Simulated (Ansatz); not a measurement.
Density of states of MgB2 (P6/mmm, a = 3.065 Å, b = 3.065 Å, c = 3.495 Å, α = 90.00°, β = 90.00°, γ = 120.00°), in states per eV and primitive cell, averaged over bins of 0.5 eV. Theory: DFT PBEsol, scalar-relativistic, plane waves, PAW in Ansatz 0.2.0.

Settings: cutoff 420 eV, Γ-centred mesh 18×18×12 on the computed 3-atom cell, Gaussian smearing of 0.10 eV; no spin polarisation.

The cell is relaxed at this level. The states (both spins) are summed by tetrahedra on a 27×27×18 mesh at the self-consistent density. Energies are bin centres; the table starts no lower than −8 eV and ends at 6 eV, or lower where the solved bands end.

It is a metal at this level.

```csv
E − E_F (eV),total,B 2p,B 2s,Mg 3s
-7.80,0.40,0.20,0.19,0.00
-7.30,0.43,0.27,0.14,0.02
-6.80,0.59,0.41,0.16,0.02
-6.30,0.62,0.43,0.16,0.02
-5.80,0.61,0.44,0.14,0.03
-5.30,0.69,0.53,0.12,0.03
-4.80,0.73,0.58,0.11,0.03
-4.30,0.80,0.65,0.11,0.03
-3.80,0.88,0.74,0.10,0.03
-3.30,0.96,0.83,0.09,0.02
-2.80,1.03,0.92,0.08,0.02
-2.30,1.17,1.07,0.07,0.02
-1.80,1.09,1.02,0.05,0.01
-1.30,0.89,0.83,0.03,0.02
-0.80,0.83,0.76,0.02,0.04
-0.30,0.74,0.68,0.01,0.03
0.20,0.64,0.59,0.00,0.03
0.70,0.37,0.32,0.00,0.02
1.20,0.28,0.23,0.00,0.02
1.70,0.28,0.22,0.00,0.02
2.20,0.36,0.25,0.02,0.05
2.70,0.41,0.27,0.02,0.07
3.20,0.43,0.27,0.02,0.08
3.70,0.47,0.24,0.02,0.11
4.20,0.46,0.20,0.04,0.13
4.70,0.55,0.21,0.07,0.13
5.20,0.76,0.23,0.15,0.17
5.70,1.09,0.29,0.27,0.20
```

The columns after the total are the Löwdin projections on the occupied valence shells of the potentials. The rest of the total lies in shells that are empty in the free atom, which aren't projected, and between the atoms.